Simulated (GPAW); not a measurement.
The system is SiC.

```
Si C
1.0
     3.07569    0.00000    0.00000
    -1.53785    2.66363    0.00000
     0.00000    0.00000   10.07065
Si C
4 4
Direct
  0.00000 0.00000 0.18789
  0.00000 0.00000 0.68789
  0.33333 0.66667 0.43784
  0.66667 0.33333 0.93784
  0.00000 0.00000 0.00046
  0.00000 0.00000 0.50046
  0.33333 0.66667 0.24980
  0.66667 0.33333 0.74980
```

The cell is a database's computed one.

Base run:

```yaml
Program: GPAW 26.7.0
Functional: LDA
Potentials_or_basis: PAW data sets generated in the run's folder for this functional
Cutoff: 800 eV
Basis: pw
k_mesh: 6 × 6 × 2
Occupations: fermi-dirac, width 0.05 eV
Spin: no spin polarisation
```

Its results: band gap on the k mesh 2.17 eV, indirect (least direct gap 3.30 eV); pressure -2.7 GPa; largest force 0.009 eV/Å.

Question: After a change of settings the same cell gave: band gap on the k mesh 2.53 eV, indirect (least direct gap 3.63 eV); pressure 9.4 GPa; largest force 0.011 eV/Å. Which change was it?
A. functional from LDA to TASK; potentials or basis from PAW data sets generated in the run's folder for this functional to GPAW PAW data sets (gpaw-data 1.2.1)
B. functional from LDA to TPSS; potentials or basis from PAW data sets generated in the run's folder for this functional to GPAW PAW data sets (gpaw-data 1.2.1)
C. functional from LDA to AM05; band points from 100 to 80
D. functional from LDA to BLYP

Answer: D.

BLYP binds less tightly than LDA, so the same cell stands under more pressure.

Not every run made on this cell is shown here.
